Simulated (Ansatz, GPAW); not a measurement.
Given: the input of a run of GPAW 26.7.0 (ASE script) on CaO. The cell is a database's computed one, not the measured one.

run.py

```python
from ase import Atoms
from ase.dft.bandgap import bandgap
from ase.io import write
from ase.units import GPa
from gpaw import GPAW, PW

atoms = Atoms(['Ca', 'O'],
              cell=[[0.0, 2.403555696, 2.403555696],
                    [2.403555696, 0.0, 2.403555696],
                    [2.403555696, 2.403555696, 0.0]],
              scaled_positions=[[0.0, 0.0, 0.0],
                                [0.5, 0.5, 0.5]],
              pbc=True)

calc = GPAW(mode=PW(800),
            xc='PBE',
            kpts={'size': (10, 10, 10), 'gamma': True},
            occupations={'name': 'methfessel-paxton', 'order': 0, 'width': 0.013000000000000001},
            nbands=16,
            convergence={'density': 1e-05, 'energy': 1e-05},
            maxiter=150,
            txt='gpaw.txt')
atoms.calc = calc
energy = atoms.get_potential_energy()
forces = atoms.get_forces()
stress = atoms.get_stress()
calc.write('gs.gpw')
write('result.traj', atoms)
print(f'Energy: {energy:.6f} eV')
print('Forces (eV/A):')
print(forces.round(4))
print('Stress (GPa):', (stress / GPa).round(3))
print('Fermi level:', round(calc.get_fermi_level(), 4), 'eV')
print(f'Gap: {bandgap(calc)[0]:.4f} eV, direct: {bandgap(calc, direct=True)[0]:.4f} eV')
```

Potentials or basis: GPAW PAW data sets (gpaw-data 1.2.1), pw.

Launch:

```sh
$ OMP_NUM_THREADS=1 python run.py
```

Question: Translate it to Ansatz 0.2.0. Potentials or basis there: all-electron LAPW, scalar-relativistic.

Answer: As run (cutoffs and basis follow the program's own potentials, and thresholds, step limits or extra output files can differ):

The input input.yaml:

```yaml
crystal:
  lattice:
    - [0.0, 2.403555696, 2.403555696]
    - [2.403555696, 0.0, 2.403555696]
    - [2.403555696, 2.403555696, 0.0]
  atoms:
    - { symbol: Ca, position: [0.0, 0.0, 0.0] }
    - { symbol: O, position: [0.5, 0.5, 0.5] }
kpoints:
  mp_grid: { grid: [10, 10, 10] }
scf:
  occupations: { method: gaussian, width: 0.013 }
hamiltonian:
  xc: pbe
  pseudopotentials: { kind: all_electron, lapw: { basis_error: 0.001 } }
output:
  forces: true
  stress: true
  eigenvalues: true
```

Potentials or basis: all-electron LAPW, scalar-relativistic.

Command:

```sh
$ ansatz run input.yaml --threads 1 --pin off --max-ram 3072MiB --backend cpu --events-out ev --progress --plain --runs-dir out
```

Both were run:

|  | GPAW | Ansatz |
| --- | --- | --- |
| Pressure | 2.2 GPa | 1.6 GPa |

Where Ansatz's input types no cutoff or centring, it takes its own default and a Γ-centred mesh.

Pressure is positive in compression.
